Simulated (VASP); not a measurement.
Set up this calculation in VASP 6.6.1, as the native input.

```yaml
Task: relaxation of cell and atoms
Functional: PBEsol0
Potentials_or_basis: VASP PAW PBE potentials, release 64 (Sb, Ga_d)
Cutoff: 600 eV
k_mesh: 4 × 4 × 4
Occupations: fermi-dirac, width 0.05 eV
Spin: no spin polarisation
Grid_for_exact_exchange_PRECFOCK: Fast
Exchange_at_q_=_0: truncated
Further_INCAR_settings: ALGO = Normal; EDIFF = 1e-07; IBRION = 2; EDIFFG = -0.01; NSW = 40; ISIF = 3
```

Crystal: GaSb.

```
CELL_PARAMETERS angstrom
0.00000 3.05900 3.05900
3.05900 0.00000 3.05900
3.05900 3.05900 0.00000
ATOMIC_POSITIONS crystal
Sb 0.75000 0.75000 0.75000
Ga 0.00000 0.00000 0.00000
```

The input as run:

POSCAR

```
GaSb
1.0
    0.0000000000      3.0590000000      3.0590000000
    3.0590000000      0.0000000000      3.0590000000
    3.0590000000      3.0590000000      0.0000000000
Sb Ga
1 1
Direct
    0.7500000000      0.7500000000      0.7500000000
    0.0000000000      0.0000000000      0.0000000000
```

INCAR.step1

```
PREC = Accurate ; ENCUT = 600
EDIFF = 1E-5 ; ISMEAR = -1
SIGMA = 0.05 ; LREAL = F
LASPH = T ; NELM = 60
ALGO = Normal ; LWAVE = T
LCHARG = F ; GGA = PE
```

INCAR.step2

```
PREC = Accurate ; ENCUT = 600
EDIFF = 1E-7 ; ISMEAR = -1
SIGMA = 0.05 ; LREAL = F
LASPH = T ; NELM = 60
ALGO = Normal ; ISIF = 3
LWAVE = F ; LCHARG = F
GGA = PS ; LHFCALC = T
AEXX = 0.25 ; PRECFOCK = Fast
HFRCUT = -1 ; IBRION = 2
NSW = 40 ; EDIFFG = -0.01
ISTART = 1
```

KPOINTS

```
regular mesh
0
Gamma
  4 4 4
```

Potentials or basis: VASP PAW PBE potentials, release 64 (Sb, Ga_d).

Command:

```sh
$ cat potpaw_PBE.64/Sb/POTCAR potpaw_PBE.64/Ga_d/POTCAR > POTCAR
$ cp INCAR.step1 INCAR
$ mpirun -np 1 vasp_std > vasp.out
$ cp INCAR.step2 INCAR
$ mpirun -np 1 vasp_std > vasp.out
```

It gave:

```
Relaxed volume                         : 27.75 Å³/atom
Relaxed cell                           : a = 4.281 Å, b = 4.281 Å, c = 4.281 Å, α = 60.00°, β = 60.00°, γ = 60.00°
Space group after relaxing (to 0.05 Å) : F-43m (No. 216)
Energy gained by relaxing              : 5.0 meV/atom
Ionic steps                            : 3
Pressure after relaxing                : 0.0 GPa
Band gap on the k mesh                 : 1.76 eV, direct
```

Caveat: the k mesh is coarse (spacing up to 0.44 Å⁻¹), so the values aren't converged, least of all with exact exchange; the PAW data sets were made with another functional, which shifts forces and pressure a little; spin-orbit coupling is left out, which moves the levels of the heavy elements.

Run time: 7.5 min on 1 thread of Intel(R) Xeon(R) 6975P-C (Granite Rapids), on a shared host, peak memory 0.21 GiB.
